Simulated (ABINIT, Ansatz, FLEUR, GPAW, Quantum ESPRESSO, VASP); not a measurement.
CuO: 7 runs at one level of theory

```
Cu O
1.0
     2.34185   -1.71130    0.00000
     2.34185    1.71130    0.00000
    -0.85003    0.00000    5.05787
Cu O
2 2
Direct
  0.50000 0.00000 0.50000
  0.00000 0.50000 0.00000
  0.41840 0.58160 0.75000
  0.58160 0.41840 0.25000
```

Alike in all runs: task single point; functional PBE; k mesh 10 × 10 × 5; occupations fermi-dirac, width 0.05 eV; no spin polarisation; no spin-orbit coupling. The measured crystal is an antiferromagnetic insulator; the state found here is the runs' own. Pressure is positive in compression and, in plane waves, holds the error of the finite cutoff, which Ansatz's Pulay term estimates and takes out.

```csv
program and potentials,plane-wave cutoff (eV),notes,pressure (GPa),largest force (eV/Å)
"Ansatz, all-electron LAPW, scalar-relativistic",-,-,5.70,0.259
"VASP, PBE PAW files Cu, O, 520 eV",520,8.5 valence electrons an atom on average,6.38,0.219
"GPAW, GPAW PAW data sets (gpaw-data 1.2.1)",800,8.5 valence electrons an atom on average; this data set often lies off other programs,7.89,0.175
"Quantum ESPRESSO, SSSP 1.3 efficiency PBE",748,8.5 valence electrons an atom on average,5.44,0.251
"FLEUR, all-electron, FLAPW",-,-,-,0.261
"Ansatz, Ansatz PAW (earlier soft set)",420,12.5 valence electrons an atom on average,?,?
"ABINIT, JTH PAW PBE v2.0",707,12.5 valence electrons an atom on average,5.54,0.251
```

Q: Estimate from the other rows what the run with Ansatz, Ansatz PAW (earlier soft set) gave.

A: Pressure 5.84 GPa; largest force 0.258 eV/Å. Its pressure holds a Pulay term of +0.46 GPa. The other rows, which needn't bracket it: pressure 5.44 to 7.89; largest force 0.175 to 0.261.
